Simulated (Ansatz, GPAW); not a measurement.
Given: the input of a run of GPAW 26.7.0 (ASE script) on SrO. 

Contents of run.py:

```python
from ase import Atoms
from ase.dft.bandgap import bandgap
from ase.io import write
from ase.units import Bohr, GPa
from gpaw import GPAW, PW
from gpaw.elf import elf_from_dft_calculation

atoms = Atoms(['Sr', 'O'],
              cell=[[0.0, 2.5663, 2.5663],
                    [2.5663, 0.0, 2.5663],
                    [2.5663, 2.5663, 0.0]],
              scaled_positions=[[0.5, 0.5, 0.5],
                                [0.0, 0.0, 0.0]],
              pbc=True)

calc = GPAW(mode=PW(800),
            xc='PBE',
            kpts={'size': (9, 9, 9), 'gamma': True},
            occupations={'name': 'methfessel-paxton', 'order': 0, 'width': 0.017},
            nbands=16,
            convergence={'density': 1e-05, 'energy': 1e-05},
            maxiter=150,
            txt='gpaw.txt')
atoms.calc = calc
energy = atoms.get_potential_energy()
forces = atoms.get_forces()
stress = atoms.get_stress()
calc.write('gs.gpw')
write('result.traj', atoms)
print(f'Energy: {energy:.6f} eV')
print('Forces (eV/A):')
print(forces.round(4))
print('Stress (GPa):', (stress / GPa).round(3))
print('Fermi level:', round(calc.get_fermi_level(), 4), 'eV')
print(f'Gap: {bandgap(calc)[0]:.4f} eV, direct: {bandgap(calc, direct=True)[0]:.4f} eV')

# fields on the real-space grid
write('density.cube', atoms, data=calc.get_pseudo_density() * Bohr**3)
write('potential.cube', atoms, data=calc.get_electrostatic_potential())
write('elf.cube', atoms, data=elf_from_dft_calculation(calc).data)
```

Potentials or basis: GPAW PAW data sets (gpaw-data 1.2.1), pw.

The run is started by

```console
$ OMP_NUM_THREADS=1 python run.py
```

Question: Translate it to Ansatz 0.2.0. Potentials or basis there: Ansatz PAW, cutoff 420 eV.

Answer: As run (cutoffs and basis follow the program's own potentials, and thresholds, step limits or extra output files can differ):

File input.yaml:

```yaml
crystal:
  lattice:
    - [0.0, 2.5663, 2.5663]
    - [2.5663, 0.0, 2.5663]
    - [2.5663, 2.5663, 0.0]
  atoms:
    - { symbol: Sr, position: [0.5, 0.5, 0.5] }
    - { symbol: O, position: [0.0, 0.0, 0.0] }
hamiltonian:
  xc: pbe
  pseudopotentials: { kind: paw }
kpoints:
  mp_grid: { grid: [9, 9, 9] }
scf:
  occupations: { method: gaussian, width: 0.017 }
output:
  forces: true
  stress: true
  eigenvalues: true
```

Potentials or basis: Ansatz PAW.

The run is started by

```console
$ ansatz run input.yaml --threads 2 --pin off --max-ram 5632MiB --backend cpu --events-out ev --progress --plain --runs-dir out
```

Both were run:

|  | GPAW | Ansatz |
| --- | --- | --- |
| Pressure | 3.8 GPa | 3.3 GPa |

Ansatz's pressure holds a Pulay term of +0.37 GPa for its cutoff of 420 eV, which the other run lacks.

Where Ansatz's input types no cutoff or centring, it takes its own default and a Γ-centred mesh.

Pressure is positive in compression.
